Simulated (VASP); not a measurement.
**Se: relaxation of cell and atoms with PBEsol**

Se:

```
Se
1.0
    -1.39294    1.39294    1.39294
     1.39294   -1.39294    1.39294
     1.39294    1.39294   -1.39294
Se
1
Direct
  0.00000 0.00000 0.00000
```

This isn't the form of Se at room conditions, which is trigonal, of chains.

```yaml
Program: VASP 6.6.1
Task: relaxation of cell and atoms
Functional: PBEsol
Potentials_or_basis: VASP PAW PBE potentials, release 64 (Se)
Cutoff: 600 eV
k_mesh: 22 × 22 × 22
Occupations: gaussian, width 0.1 eV
Spin: no spin polarisation
Target_pressure: 185 GPa
Dipole_correction: no
Further_INCAR_settings: ALGO = Normal; EDIFF = 1e-07; IBRION = 2; EDIFFG = -0.003; NSW = 50; ISIF = 3
Target_pressure: 185 GPa
```

```json
{
 "Relaxed volume": "10.73 Å³/atom",
 "Relaxed cell": "a = 2.407 Å, b = 2.407 Å, c = 2.407 Å, α = 109.47°, β = 109.47°, γ = 109.47°",
 "Space group after relaxing (to 0.05 Å)": "Im-3m (No. 229)",
 "Energy change on relaxing (the enthalpy is what falls)": "+86.9 meV/atom",
 "Ionic steps": "4",
 "Pressure after relaxing": "185.0 GPa",
 "Band gap on the k mesh": "none (metal or under the smearing width)"
}
```

The path:
```
step  energy change (eV)  largest force (eV/Å)  pressure (GPa)  volume (Å³)
   1              0.0000                0.0000          179.93        10.81
   2              0.6515                0.0000          217.46        10.28
   3              0.0850                0.0000          184.89        10.74
   4              0.0869                0.0000          184.97        10.73
```

Final structure:
```xyz
1
Lattice="-1.3897 1.3897 1.3897 1.3897 -1.3897 1.3897 1.3897 1.3897 -1.3897" Properties=species:S:1:pos:R:3 pbc="T T T"
Se    2.7793    0.0000    0.0000
```

Levels at points of the mesh, in eV from the Fermi level:
| k point | band 1 | band 2 | band 3 | band 4 | band 5 | band 6 | band 7 |
| --- | --- | --- | --- | --- | --- | --- | --- |
| (0.00, 0.00, 0.00) | -24.50 | 8.04 | 8.04 | 8.04 | 14.27 | 14.27 | 14.27 |
| (0.50, 0.00, 0.00) | -15.74 | -13.67 | 0.66 | 4.18 | 7.30 | 8.27 | 22.55 |
| (0.50, 0.50, 0.50) | -7.53 | -6.56 | -6.56 | -6.56 | 0.04 | 0.04 | 30.96 |

It took 44 s on 1 thread of AMD EPYC 7R13 Processor (Zen 3), on a shared host, peak memory 0.13 GiB.

Caveat: the cell is relaxed towards a set pressure, so the enthalpy falls and the energy may rise; the PAW data sets were made with another functional, which shifts forces and pressure a little.
